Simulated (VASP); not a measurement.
ZnS (Wurtzite-2H):

```
CELL_PARAMETERS angstrom
3.81100 0.00000 0.00000
-1.90550 3.30042 0.00000
0.00000 0.00000 6.23400
ATOMIC_POSITIONS crystal
Zn 0.66667 0.33333 0.50000
Zn 0.33333 0.66667 0.00000
S 0.66667 0.33333 0.88500
S 0.33333 0.66667 0.38500
```

| Property | Result |
| --- | --- |
| Program | VASP 6.6.1 |
| Task | relaxation of cell and atoms |
| Functional | LDA |
| Potentials or basis | VASP PAW LDA potentials, release 64 (Zn, S) |
| Cutoff | 600 eV |
| k mesh | 8 × 8 × 5 |
| Occupations | fermi-dirac, width 0.05 eV |
| Spin | no spin polarisation |

At the start: pressure -3.7 GPa; volume 19.60 Å³/atom.

Q: Where does the relaxation end?

A: Over 11 steps the energy falls by 17.1 meV/atom and the volume is 18.64 Å³/atom (-4.9 %); space group P6_3mc (No. 186, to 0.05 Å).

The path:
```csv
step,energy change (eV),largest force (eV/Å),pressure (GPa),volume (Å³)
1,0.0000,0.2980,-3.69,78.41
2,-0.0561,0.1572,1.44,73.40
3,-0.0594,0.1943,0.40,74.29
4,-0.0646,0.0602,0.14,74.47
5,-0.0649,0.0163,0.09,74.52
6,-0.0675,0.0115,-0.16,74.71
7,-0.0680,0.0074,-0.33,74.85
8,-0.0683,0.0064,0.17,74.42
9,-0.0683,0.0067,-0.01,74.57
10,-0.0683,0.0067,0.00,74.56
11,-0.0684,0.0018,0.00,74.55
```

Final structure:
```xyz
4
Lattice="3.7420 0.0000 0.0000 -1.8710 3.2407 0.0000 0.0000 0.0000 6.1477" Properties=species:S:1:pos:R:3 pbc="T T T"
Zn    1.8710    1.0802    3.1082
Zn    0.0000    2.1605    0.0344
S     1.8710    1.0802    5.4064
S     0.0000    2.1605    2.3325
```
